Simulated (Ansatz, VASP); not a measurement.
## Two plane-wave programs on MgO

INCAR

```
SYSTEM = MgO
ALGO = Normal
EDIFF = 1E-6
ENCUT = 520
GGA = CA
ISIF = 2
ISMEAR = 0
LASPH = .True.
LCHARG = .False.
LREAL = .False.
LWAVE = .False.
NBANDS = 11
NELM = 80
PREC = Accurate
SIGMA = 0.05
```

KPOINTS

```
k-points
0
Gamma
  9 9 8
  0 0 0
```

POSCAR

```
MgO
1.0
    2.9820912170      0.0000000000      0.0000000000
   -1.4910456085      2.5825667503      0.0000000000
    0.0000000000      0.0000000000      2.7600704000
Mg O
1 1
Direct
    0.0000000000      0.0000000000      0.0000000000
    0.3333333333      0.6666666667      0.5000000000
```

Input for Ansatz:

```yaml
crystal:
  lattice:
    - [2.982091217, 0.0, 0.0]
    - [-1.4910456085, 2.5825667503, 0.0]
    - [0.0, 0.0, 2.7600704]
  atoms:
    - { symbol: Mg, position: [0.0, 0.0, 0.0] }
    - { symbol: O, position: [0.3333333333, 0.6666666667, 0.5] }
basis:
  ecutwfc: 420
kpoints:
  mp_grid: { grid: [9, 9, 8] }
hamiltonian:
  xc: lda
scf:
  occupations: { method: gaussian, width: 0.05 }
output:
  forces: true
  stress: true
  eigenvalues: true
```

Change from the starting cell: strain +0.015 along x and y, +0.030 along z, atoms carried along.

Alike in both runs: task single point; functional LDA; k mesh 9 × 9 × 8; occupations gaussian, width 0.05 eV; no spin polarisation.

|  | VASP | Ansatz |
| --- | --- | --- |
| version | VASP 6.6.1 | Ansatz 0.2.0 |
| potentials or method | VASP PAW LDA potentials, release 64 (Mg, O) | scalar-relativistic, plane waves, PAW |
| plane-wave cutoff (eV) | 520 | 420 |
| valence electrons in the cell | 8 | 16 |

Ansatz gave:

* gap on the k mesh at the Fermi level (eV): 2.53
* least direct gap on the mesh (eV): 2.98
* pressure (GPa): -15.8
* largest component of the traceless stress (GPa): 6.61

Question: What did VASP give for the same quantities?

Answer: gap on the k mesh at the Fermi level (eV): 2.52; least direct gap on the mesh (eV): 2.98; pressure (GPa): -17.3; largest component of the traceless stress (GPa): 6.71.

The two sets of potentials don't hold the same shells in valence.

Caveats: so large a pressure means that the cell lies far from this level's equilibrium, or that cutoff or potentials fall short (VASP); an odd mesh through Γ misses points on the zone boundary, where band edges often lie.
